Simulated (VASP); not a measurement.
TiSe2:

```
CELL_PARAMETERS angstrom
3.53600 0.00000 0.00000
-1.76800 3.06227 0.00000
0.00000 0.00000 6.00400
ATOMIC_POSITIONS crystal
Ti 0.00000 0.00000 0.00000
Se 0.33333 0.66667 0.25520
Se 0.66667 0.33333 0.74480
```

| Property | Result |
| --- | --- |
| Program | VASP 6.6.1 |
| Task | relaxation of cell and atoms |
| Functional | LDA |
| Potentials or basis | VASP PAW LDA potentials, release 64 (Ti_sv, Se) |
| Cutoff | 600 eV |
| k mesh | 12 × 12 × 6 |
| Occupations | methfessel-paxton, width 0.1 eV |
| Spin | no spin polarisation |

At the start: pressure -4.5 GPa; volume 21.67 Å³/atom.

How do energy, volume and symmetry change on relaxing?

Over 11 steps the energy falls by 22.8 meV/atom and the volume is 19.82 Å³/atom (-8.6 %); space group P-3m1 (No. 164, to 0.05 Å).

Step by step:
```tsv
step	energy change (eV)	largest force (eV/Å)	pressure (GPa)	volume (Å³)
1	0.0000	0.2554	-4.53	65.01
2	-0.0097	0.8432	4.42	59.42
3	-0.0476	0.2952	-0.20	61.96
4	-0.0555	0.2094	-0.18	61.48
5	-0.0604	0.0191	-0.14	60.45
6	-0.0608	0.0610	-0.14	60.67
7	-0.0636	0.0639	-0.01	60.32
8	-0.0678	0.0649	0.50	59.28
9	-0.0666	0.1282	-0.87	59.76
10	-0.0684	0.0062	-0.02	59.45
11	-0.0684	0.0050	0.01	59.45
```

Final structure:
```
Ti Se
1.0
     3.44010    0.00000    0.00000
    -1.72005    2.97922    0.00000
     0.00000    0.00000    5.80074
Ti Se
1 2
Direct
  0.00000 0.00000 0.00000
  0.33333 0.66667 0.26560
  0.66667 0.33333 0.73440
```
